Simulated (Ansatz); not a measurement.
PbSe (from a published structure) (r2SCAN+rVV10 geometry), in Ansatz:

```cif
data_structure
_symmetry_space_group_name_H-M 'P 1'
_symmetry_Int_Tables_number 1
_cell_length_a 4.3412
_cell_length_b 4.3412
_cell_length_c 4.3412
_cell_angle_alpha 60.000
_cell_angle_beta 60.000
_cell_angle_gamma 60.000
_cell_volume 57.85
loop_
_atom_site_label
_atom_site_type_symbol
_atom_site_fract_x
_atom_site_fract_y
_atom_site_fract_z
_atom_site_occupancy
Pb1 Pb 0.00000 0.00000 0.00000 1
Se1 Se 0.50000 0.50000 0.50000 1
```

G0W0@HSE06 with 217 empty bands, a screening cutoff of 140 eV and a 4×4×4 mesh (PAW, contour deformation) gives 0.721 eV over the mesh points, from an HSE06 gap of 0.728 eV; it sums over 232 bands with 229 plane waves in the screening and a wave cutoff of 420 eV. The G0W0 figures hold for the stated bands, cutoff and mesh and aren't extrapolated. Spin-unpolarised calculation; the starting structure is a published one, and the numbers are computed.

Task: Another run gave a Kohn-Sham gap of 0.605 eV and a G0W0 gap of 0.654 eV, summing over 232 bands with 229 plane waves in the screening and a wave cutoff of 500 eV. What was changed?

Result: Starting point r2SCAN, with them a wave cutoff of 500 eV. The Kohn-Sham gap has moved while bands and screening basis stay; the higher wave cutoff is that of a meta-GGA.

Spin-orbit coupling is left out; in compounds of Pb, Bi, Tl or Hg it can lower a gap by up to about 1 eV, split its edges or invert the bands.
